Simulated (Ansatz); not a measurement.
## B: single point with PBE

The system is B.

```xyz
1
Lattice="2.3494 -0.0102 0.0154 -0.0102 2.3347 0.0423 0.0104 0.0286 1.5920" Properties=species:S:1:pos:R:3 pbc="T T T"
B     1.1810    1.2070    0.8300
```

The cell isn't the ideal one: cell strained at random at fixed volume.

| Quantity | Value |
| --- | --- |
| Program | Ansatz 0.2.0 |
| Task | single point |
| Functional | PBE |
| Potentials or basis | all-electron LAPW, scalar-relativistic |
| Cutoff | 371 eV (chosen from the basis error) |
| Basis error allowed | 0.001 eV/atom |
| k mesh | 11 × 11 × 16 |
| Occupations | fermi-dirac, width 0.05 eV |
| Spin | no spin polarisation |

```json
{"Pressure": "-1.8 GPa", "Band gap on the k mesh": "none (metal or under the smearing width)"}
```

Stress tensor (GPa, compression positive):
```
-1.16  0.54  1.35
 0.54 -0.17  2.26
 1.35  2.26 -4.18
```

Levels at points of the mesh, in eV from the Fermi level:
```tsv
k point	band 2	band 3	band 4	band 5	band 6
(0.00, 0.00, 0.00)	-14.00	4.39	4.62	14.33	15.50
(0.00, 0.00, -0.50)	-5.98	1.27	13.39	13.49	21.47
```

Wall time 76 s on 1 thread of Intel(R) Xeon(R) Processor @ 2.50GHz (Skylake/Cascade Lake), with other jobs on the host, peak memory 0.5 GiB.
